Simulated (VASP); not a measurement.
# InSe, self-consistent run: which settings are enough?

InSe, P6_3/mmc (no. 194), 8 atoms in the cell. PBE with TS; PAW potentials In_d, Se (PBE set). VASP 6.6.1.

Wanted: energy within 2 meV/atom; pressure within 0.1 GPa.

POSCAR:
```
InSe
1.0
    4.0500000000      0.0000000000      0.0000000000
   -2.0250000000      3.5074028853      0.0000000000
    0.0000000000      0.0000000000     16.9300000000
In Se
4 4
Direct
    0.6666666667      0.3333333333      0.8430000000
    0.3333333333      0.6666666667      0.3430000000
    0.6666666667      0.3333333333      0.6570000000
    0.3333333333      0.6666666667      0.1570000000
    0.6666666667      0.3333333333      0.3980000000
    0.3333333333      0.6666666667      0.8980000000
    0.6666666667      0.3333333333      0.1020000000
    0.3333333333      0.6666666667      0.6020000000
```

## Self-consistent screening

| Self-consistent screening | Energy less reference (meV/atom) | Pressure (GPa) | SCF iterations | Time (s) |
|---|---|---|---|---|
| default | 0.0 | 6.54 | 18 | 404 |
| SCSRAD = 30 | -0.2 | 6.54 | 18 | 342 |
| SCSRAD = 60 | 0.3 | 6.54 | 18 | 372 |
| LSCALER0 = F | 63.7 | 7.66 | 18 | 408 |

## Question

For each series: keep the first row unless others stay within half of the tolerance and take at least 30 % less time, and then take the fastest.

## Answer

- self-consistent screening: default

## The input

INCAR:
```
SYSTEM = InSe
  ALGO = Normal
  EDIFF = 1E-7
  ENCUT = 520
  ISIF = 2
  ISMEAR = 0
  IVDW = 2
  LASPH = .TRUE.
  LCHARG = .FALSE.
  LREAL = .FALSE.
  LVDWSCS = .TRUE.
  LWAVE = .FALSE.
  NELM = 100
  PREC = Accurate
  SIGMA = 0.02
```

KPOINTS:
```
k-points
0
Gamma
  6 6 2
```

Commands:
```
cat potpaw_PBE.64/In_d/POTCAR potpaw_PBE.64/Se/POTCAR > POTCAR
mpirun -np 1 vasp_std > vasp.out
```

The chosen input took VASP 6.6.1 404 s on 1 core (Intel Xeon Platinum 8175M @ 2.50GHz (Skylake/Cascade Lake)), a shared host.
